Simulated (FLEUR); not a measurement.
Runs of FLEUR MaX-R8.1 (later development tree) on C. It takes space group Fd-3m (No. 227, cubic). The conventional cell has a = 3.567 Å, b = 3.567 Å, c = 3.567 Å, α = 90.00°, β = 90.00°, γ = 90.00°. Around C (site symmetry -43m) lie 4 C at 1.54 Å. This isn't the form of C at room conditions, which is graphite.

```tsv
task	level	gmax	muffin-tin radii	max iterations	mixing factor	mixer	kmax	gap on the mesh (eV)	V0 of scaled cells (Å³/atom)	B0 (GPa)
equation of state	LDA	16.6 1/bohr	C 1.31 bohr	-	-	-	5.34 1/bohr	-	5.51	468
equation of state	Wu-Cohen GGA	16.6 1/bohr	C 1.31 bohr	-	-	-	5.34 1/bohr	-	5.61	(a)
band structure	LDA	16.1 1/bohr	C 1.35 bohr	60	0.05	Anderson	5.19 1/bohr	(b)	-	-
equation of state	LDA (Wigner correlation)	16.6 1/bohr	C 1.31 bohr	-	-	-	5.34 1/bohr	-	5.68	439
band structure	Wu-Cohen GGA	16.1 1/bohr	C 1.35 bohr	60	0.05	Anderson	5.19 1/bohr	(c)	-	-
band structure	LDA (Wigner correlation)	16.1 1/bohr	C 1.35 bohr	60	0.05	Anderson	5.19 1/bohr	4.04	-	-
```

Alike in all rows: potentials or basis all-electron, FLAPW; no spin polarisation; cell as given; k mesh 13 × 13 × 13; smearing fermi-dirac 0.05 eV.

Estimate the missing entries.

(a) 450; (b) 4.11; (c) 4.07.

The runs were made with more than one version of the program.
